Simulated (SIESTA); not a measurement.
The system is Si2Mo.

```xyz
9
Lattice="4.5855 0.0000 0.0000 -2.2927 3.9711 0.0000 0.0000 0.0000 6.5798" Properties=species:S:1:pos:R:3 pbc="T T T"
Mo    1.1464    1.9856    5.4831
Mo   -1.1464    1.9856    1.0966
Mo    2.2927    0.0000    3.2899
Si    0.0000    1.3015    3.2899
Si    1.1656    3.3204    1.0966
Si    3.4583    0.6508    5.4831
Si    2.2927    2.6696    3.2899
Si    1.1272    0.6508    1.0966
Si   -1.1656    3.3204    5.4831
```

Measurements of this composition are mostly on another form, of space group No. 139.

- Program: SIESTA 5.4.2
- Task: single point
- Functional: PBEsol
- Potentials or basis: PseudoDojo 0.4 standard (PBEsol files)
- Basis: DZP (energy shift 0.003 Ry; two zetas on semicore shells)
- Grid cutoff: 800 Ry
- Energy shift: 0.003 Ry
- k mesh: 7 × 7 × 4
- Occupations: fermi-dirac, width 0.05 eV
- Spin: no spin polarisation

On this cell: pressure 0.0 GPa; largest force 0.023 eV/Å; band gap on the k mesh 0.30 eV, indirect (least direct gap 0.66 eV).

The same run follows on a disturbed copy (atoms moved at random, drawn with an rms of 0.05 Å):

```
Mo Si
1.0
     4.58547    0.00000    0.00000
    -2.29274    3.97113    0.00000
     0.00000    0.00000    6.57976
Mo Si
3 6
Direct
  0.51437 0.50867 0.83088
  0.99980 0.51206 0.16923
  0.50127 0.98884 0.50070
  0.15930 0.32653 0.49047
  0.68000 0.83715 0.15847
  0.83332 0.16826 0.83404
  0.83134 0.67527 0.49593
  0.33121 0.16037 0.16317
  0.15948 0.83064 0.83364
```

**Question.** What does the disturbed cell give?

**Answer.** The energy moves by +20.5 meV/atom; pressure 0.7 GPa; largest force 1.421 eV/Å; band gap on the k mesh 0.09 eV, indirect (least direct gap 0.56 eV).

Forces on the atoms (eV/Å):
```
Mo  -0.926 -0.865  0.217
Mo   0.785 -0.989 -0.651
Mo  -0.699  0.930 -0.447
Si   0.339 -0.041  0.739
Si  -0.453  0.196  0.601
Si   0.374  0.077 -0.241
Si   0.328 -0.113  0.227
Si   0.006  0.377  0.092
Si   0.249  0.429 -0.538
```

Stress tensor (GPa, compression positive):
```
 0.69 -0.12  0.80
-0.12  0.72 -0.21
 0.80 -0.21  0.70
```

Caveats: an odd mesh through Γ misses points on the zone boundary, where band edges often lie; the basis of atomic orbitals isn't converged, which shifts pressures, moduli and gaps.
